Restacking the close-packed layers of iridium costs tens of meV per atom. Turning the metal into body-centred cubic (bcc) costs more than half an electronvolt, and opening it up into the diamond structure costs about one. For scale, pulling the metal apart into free atoms takes roughly 7 eV per atom, a recalled figure.

Crystal structures of iridium, computed with Ansatz 0.2.0 using scalar-relativistic PBE density-functional theory without spin polarization, plane waves with PAW, a 420 eV cutoff and 0.1 eV Gaussian smearing. Cell and atoms were relaxed at zero pressure, keeping the symmetry of the start. Energies are relative to the lowest structure in the table.

| found from | space group number | atoms in cell | volume per atom (Å³) | over lowest (meV/atom) |
| --- | --- | --- | --- | --- |
| database cell | 225 | 1 | 14.50 | 0.0 |
| La type | 194 | 4 | 14.52 | 36.0 |
| Sm type | 166 | 3 | 14.54 | 50.0 |
| changed type | 166 | 4 | 14.87 | 152.0 |
| changed type | 194 | 4 | 15.11 | 162.0 |
| changed type | 166 | 2 | 15.12 | 180.0 |
| changed type | 139 | 1 | 14.97 | 325.0 |
| Ti type | 191 | 3 | 14.95 | 336.0 |
| changed type | 69 | 2 | 15.34 | 350.0 |
| changed type | 139 | 2 | 16.04 | 384.0 |
| W type | 223 | 8 | 15.11 | 524.0 |
| random start | 171 | 6 | 16.41 | 637.0 |
| W type | 229 | 1 | 15.04 | 650.0 |
| Sn type | 141 | 2 | 16.21 | 677.0 |
| random start | 221 | 3 | 17.33 | 774.0 |
| Si sites | 206 | 8 | 18.54 | 791.0 |
| B type | 166 | 12 | 20.15 | 833.0 |
| Si type | 227 | 2 | 21.57 | 1013.0 |
| Si type | 194 | 4 | 21.69 | 1065.0 |
| changed type | 194 | 4 | 19.32 | 1482.0 |

The column "over lowest" is the energy above the best structure, which is face-centred cubic (fcc), the database cell with space group 225. Bcc is the W type with number 229. The W type with number 223 is A15, a dense structure with two kinds of site. The Si types with numbers 227 and 194 are diamond and its hexagonal relative. Each relaxation kept the symmetry of its start, so a high-lying structure such as bcc may be one that would change shape if it were free to.

Three explanations offer themselves: iridium wants to be dense, it wants many neighbours, or it wants its neighbours in a particular arrangement.

**(a) Energy and volume rise together in the table. Does loose packing cause the cost?**

*Solution.* The case for density looks strong at first. The rank correlation between volume and energy over all rows is 0.92, where 1 would mean identical order. Anyone sorting candidate structures by density would put fcc first and the very open structures near the end.

The correlation fails where the choice is difficult. Seven structures have volumes between 14.87 and 15.12 Å³ per atom, a spread of less than 2 %, yet their energies run from 152 to 650 meV per atom. The last row is an exception among the open structures: it is denser than diamond, yet it lies 469 meV per atom higher, and its structure isn't identified here. Density is therefore a useful coarse sieve but a poor judge between compact structures.

A direct test is to ask what the extra volume alone would cost. Take fcc iridium and stretch it evenly until it has the volume of bcc. For a small stretch the energy is that of a spring,

$$\Delta E=\frac{B}{2}\,\frac{(V-V_0)^2}{V_0},$$

where $V$ and $V_0$ are the volumes per atom of bcc and fcc, and $B$ is the bulk modulus, the resistance to a change of volume. With a rough recalled $B$ of 2.2 eV/Å³,

$$\Delta E\approx\frac{2.2}{2}\times\frac{(15.04-14.50)^2}{14.50}\ \text{eV}\approx 0.02\ \text{eV}.$$

The calculation puts bcc 0.65 eV above fcc, some thirty times more. The larger volume of bcc thus accompanies its high energy but doesn't account for it. The spring formula holds only for small stretches, so this verdict covers the compact structures and not diamond.

**(b) Open structures have fewer neighbours. Does the number of neighbours set the price?**

*Solution.* Most of the bonding in a transition metal comes from its d electrons. When atoms meet, their d levels spread into a band, and a partly filled band gains energy because the electrons occupy its lower part. If each of $Z$ neighbours couples to an atom with strength $t$, the mean square spread of the levels is $Zt^2$. The band width, and with it the bonding energy, then grows as $\sqrt Z$.

An atom in fcc has twelve nearest neighbours. The energy lost by a structure with $Z$ neighbours is therefore

$$\Delta E=k\left(1-\sqrt{Z/12}\right).$$

The single constant $k$ was fitted to the ten structures whose neighbours can be counted from symmetry and cell, and came out at 2.6 eV. It is an effective scale, because bonds change length as neighbours are lost. The printed analysis after this text holds this fit and the test of density.

For diamond, with four neighbours, the formula gives $2.6\times(1-\sqrt{4/12})\approx1.1$ eV, against a computed 1.0 eV. Diamond and its hexagonal relative carry most of the weight in the fit, so this agreement is largely built in. Over all ten structures the formula misses by about 0.25 eV per atom (rms), mostly because of A15, discussed below. Magnetic moments were set to zero throughout, and a moment in a structure as open as diamond could lower its energy.

The physical lesson is how little the lost neighbours cost. Diamond has given up two thirds of them but pays only about one seventh of the cohesive energy. The distances show part of the reason: its nearest neighbours are 12 % closer than those in fcc. Fewer bonds become shorter and stronger, which makes a price per bond misleading in a metal.

A15 shows how much the counting matters. The fit gives its atoms 13.5 neighbours on average, including contacts of 3.03 Å, so the formula places it below fcc, whereas the calculation places it 0.52 eV above. In bcc, however, the fit counts only the eight nearest neighbours and leaves out six more at 3.11 Å.

An even-handed count changes the picture. If it stops at 3.0 Å in both structures, A15 has only 7.5 neighbours on average, and the formula with the same $k$ places it about 0.5 eV above fcc, close to the calculation. If the longer contacts count in full, both structures land below fcc. A count of neighbours gives the rough cost of opening the structure up, but among compact structures its verdict depends on where the counting stops.

**(c) What decides between compact structures when density and the number of neighbours can't?**

*Solution.* A15 and one changed type with number 194 have the same volume, 15.11 Å³ per atom. The latter is a stack of triangular layers in the order AABB, in which each layer has one neighbouring layer directly on top of it or below it. The stack lies 362 meV per atom below A15, so density can't be the reason. The number of neighbours might be: each atom in the stack has ten, which is more or fewer than in A15 depending on whether the longer contacts count.

A cleaner test keeps the structures and changes the metal. Tungsten is bcc and iridium is fcc, although each of these structures has the same number of neighbours in both metals. A rule that only counts neighbours can't favour a different structure in each. Something else must matter: how the neighbours are arranged, and how many electrons there are to bind them. Two structures can have bands of similar width and still distribute their levels differently within them. The energy then depends on how far the electrons fill the band.

Three hydrogen atoms show the principle in its simplest form. With two electrons, as in H₃⁺, they form a triangle. With four electrons, the simplest orbital model prefers a straight chain, because the triangle would have to put two electrons into a high level. The comparison reaches no further than this: the triangle also has one more link than the chain, and hydrogen bonds through s orbitals, not d orbitals.

In bcc metals the d levels fall into a lower and an upper group with a valley between them. Tungsten has a roughly half-filled d band, so it fills the lower group and stops near the valley, which favours bcc. Iridium has three more electrons. They must enter the upper group, and the advantage of bcc is lost, while fcc offers lower levels at this filling. The same reasoning fits platinum, one place further on, which is also fcc.

This account of the filling is standard theory, not a result of the table, in which every structure has the same number of electrons per atom. What the table does show is that arrangement matters when the other two causes are held still. The La and Sm types are close-packed like fcc, with twelve neighbours and volumes within 0.3 % of it. They differ from fcc chiefly in the order of their layers, and they cost 36 and 50 meV per atom.

These two costs follow a simple pattern. Call a layer hexagonal if the layers above and below it occupy the same position. Fcc has no such layers, the La type has one in two, and the Sm type two in three. Dividing each cost by this fraction gives 72 and 75 meV per atom of a hexagonal layer, equal within the convergence of the calculation, 4 meV per atom. Spin–orbit coupling, which is strong in iridium and absent here, could shift differences of this size.

The costs therefore come in a sequence that can guide a first guess for a similar metal. Changing the order of close-packed layers is cheap: each atom keeps its twelve neighbours at nearly the same distances, though in a hexagonal layer three of them lie in new directions. Opening the structure is expensive, though less so than the lost bonds suggest. Between these two cases, the filling of the d band has to be considered before density is trusted.

Printed output of the fit:

```
rank correlation of volume and energy, all rows: 0.9248
fit of over on 20 rows: constant -1797 +/- 357, coefficient of vol 139.9 +/- 21; rms 210, worst changed type -576, leave-one-out rms 238
cost of stretching fcc to the bcc volume, rough, meV/atom: 21.97
cost of stretching fcc to the A15 volume, rough, meV/atom: 28.03
A15 less four-layer on-top stack at equal volume, meV/atom: 362
last row less diamond, energy, meV/atom: 469
last row less diamond, volume, A^3/atom: -2.25
fitted scale k of the neighbour model, meV/atom: 2565
rms miss of the neighbour model on identified rows, meV/atom: 245.1
neighbour model for ten neighbours, meV/atom: 223.5
neighbour model for A15, meV/atom: -155.6
neighbour model for eight neighbours (bcc and fcc with empty sites), meV/atom: 470.7
neighbour model for four neighbours, meV/atom: 1084
nearest distance in fcc, A: 2.737
nearest distance in fcc with a quarter of sites empty, A: 2.639
nearest distance in diamond, A: 2.411
shortening from fcc to diamond, percent: 11.92
bcc less one-atom tetragonal cell, meV/atom: 325
energy per hexagonal layer from La type, meV: 72
energy per hexagonal layer from Sm type, meV: 75
```
